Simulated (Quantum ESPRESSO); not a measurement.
# BN: zone-centre phonons under several settings

```xyz
4
Lattice="2.5539 0.0000 0.0000 -1.2770 2.2118 0.0000 0.0000 0.0000 4.2269" Properties=species:S:1:pos:R:3 pbc="T T T"
N     0.0000    1.4745    0.5295
N     1.2770    0.7373    2.6430
B     0.0000    1.4745    2.1123
B     1.2770    0.7373    4.2257
```

Measurements of this composition are mostly on another form, of space group No. 194.

All runs used Quantum ESPRESSO 7.5; k mesh 6 × 6 × 2, shifted; relaxed cell; no spin polarisation; cutoff 1143 eV; occupations smeared at first, fixed for the response.

```csv
level,potentials,volume (Å³/atom),lowest optical mode without the field (cm⁻¹),highest optical mode without the field (cm⁻¹)
LDA,PseudoDojo 0.4.1 SR LDA standard,5.76,480,1136
PBE,PseudoDojo 0.4.1 SR PBE standard,5.96,476,1112
RPBE,PseudoDojo 0.4.1 SR PBE standard,5.99,478,1110
AM05,PseudoDojo 0.4.1 SR PBE standard,?,?,?
vdW-DF-cx,PseudoDojo 0.4.1 SR PBE standard,5.92,471,1116
```

Question: What stands in the row left open?

Answer: Volume 5.87 Å³/atom; lowest optical mode without the field 472 cm⁻¹; highest optical mode without the field 1117 cm⁻¹.

Caveats: all runs use coarse meshes; the potentials were made for another functional, which shifts forces and pressure (some runs).

For the row left open. Caveat: the k mesh is coarse (spacing up to 0.74 Å⁻¹), so the values aren't converged; the potentials were made for another functional, which shifts forces and pressure.
